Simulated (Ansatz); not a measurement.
The polar optical mode of AlN at 6 GPa, worked through

Computed with Ansatz, DFT PBE, scalar-relativistic, plane waves, PAW. Settings: 420 eV plane-wave cutoff, Γ-centred 10×10×10 mesh, fixed occupations. No spin polarisation. Phonons by linear response, acoustic sum rule imposed.

The cell, relaxed at 6 GPa:
```yaml
crystal:
  lattice:
    - [0.00000, 2.18013, 2.18013]
    - [2.18013, 0.00000, 2.18013]
    - [2.18013, 2.18013, 0.00000]
  atoms:
    - { symbol: Al, position: [0.00000, 0.00000, 0.00000] }
    - { symbol: N, position: [0.75000, 0.75000, 0.75000] }
```

Other phases may be more stable at this pressure.

Linear response gives ν_TO = 662.0 cm⁻¹, Born charges ±2.546 e (positive on Al) and ε∞ = 4.569. The primitive cell holds 20.724 Å³, and the masses are 26.982 and 14.007 amu.

Question: Find ν_LO and the static dielectric constant.

Answer: The long-wave field adds a restoring force: ω_LO² − ω_TO² = Z*²e²/(ε_vac ε∞ μV). In these units ν_LO² − ν_TO² = 4.92064×10⁷ Z*²/(μ V ε∞) cm⁻², with μ = m₁m₂/(m₁ + m₂) = 9.220 amu: 365257 cm⁻². So ν_LO = √(662.0² + 365257) = 896.4 cm⁻¹, and the run gives 896.4. Lyddane–Sachs–Teller then gives ε0 = ε∞ (ν_LO/ν_TO)² = 8.38, against 8.38 in the run (it forms both from the same three quantities, so the match checks the arithmetic only). Between ν_TO and ν_LO the dielectric function is negative and an undamped crystal reflects fully: a reststrahlen band from 11.2 to 15.1 μm.

Question: What do the Clausius–Mossotti polarisability and the Szigeti charge come to?

Answer: With the Lorentz local field, α = (3V/4π)(ε∞ − 1)/(ε∞ + 2) = 2.69 Å³ for the pair, and e_S = 3Z*/(ε∞ + 2) = 1.16 e. The Born charge includes the electrons' response to the dipole's own local field, and e_S takes that enhancement out. The Lorentz field assumes point-like polarisable ions, a poor picture once ε∞ is this large, since the electron clouds then overlap or are shared, so both numbers are formal here.

Question: How strongly does a slow electron couple to the LO mode?

Answer: For one isotropic parabolic band, Fröhlich's constant is α_F = (1/ε∞ − 1/ε0) √(m* Ry/ħω_LO), with Ry = 13.606 eV, ħω_LO = 111.1 meV and m* in free-electron masses: α_F = 0.0995 × 11.06 × √m* = 1.10 √m*. The band mass isn't part of this run; for m* = 0.1, 0.3 and 1 it gives 0.35, 0.60, 1.10. In weak coupling the polaron lies α_F ħω_LO below the band edge (67 meV at m* = 0.3) with a mass m*(1 + α_F/6); past α_F of about 5 or 6 that expansion fails. A semilocal functional's ε∞ tends to be too large, which taken alone lowers α_F.

This zinc-blende form isn't the usual stable structure of the compound at low pressure.

Cost: 1 run of about 0.45 core-minutes, on Arm Neoverse V2 (shared hosts).